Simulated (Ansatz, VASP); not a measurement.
## One calculation of Ni, two programs

```xyz
2
Lattice="2.4149 0.0000 0.0000 -1.2075 2.0914 0.0000 0.0000 0.0000 4.0178" Properties=species:S:1:pos:R:3 pbc="T T T"
Ni    1.2075    0.6971    3.0133
Ni    0.0000    1.3943    1.0044
```

Change from the starting cell: volume scaled by 0.96.

Alike in both runs: task single point; functional PBEsol; k mesh 12 × 12 × 7; occupations fermi-dirac, width 0.05 eV; collinear spin.

```csv
,VASP,Ansatz
version,VASP 6.6.1,Ansatz 0.2.0
potentials or method,"VASP PAW PBE potentials, release 64 (Ni), cutoff 520 eV","all-electron LAPW, scalar-relativistic"
```

|  | VASP | Ansatz | Ansatz less VASP |
| --- | --- | --- | --- |
| gap on the k mesh at the Fermi level (eV) | none | none | - |
| pressure (GPa) | 6.3 | 6.5 | +0.18 |
| largest component of the traceless stress (GPa) | 2.89 | 2.97 | +0.084 |
| net moment per atom (μB) | 0.61 | 0.63 | +0.017 |
| size of the moment on the site where the two differ most (μB) | 0.62 | 0.65 | +0.037 |

Site moments also hang on the region over which each program counts them. A gap of «none» marks a metal or a gap that the smearing closes. Ansatz ran all-electron here, so the differences hold the error of VASP's frozen core and of both bases.

Caveats: the PAW data sets were made with another functional, which shifts forces and pressure a little (VASP).
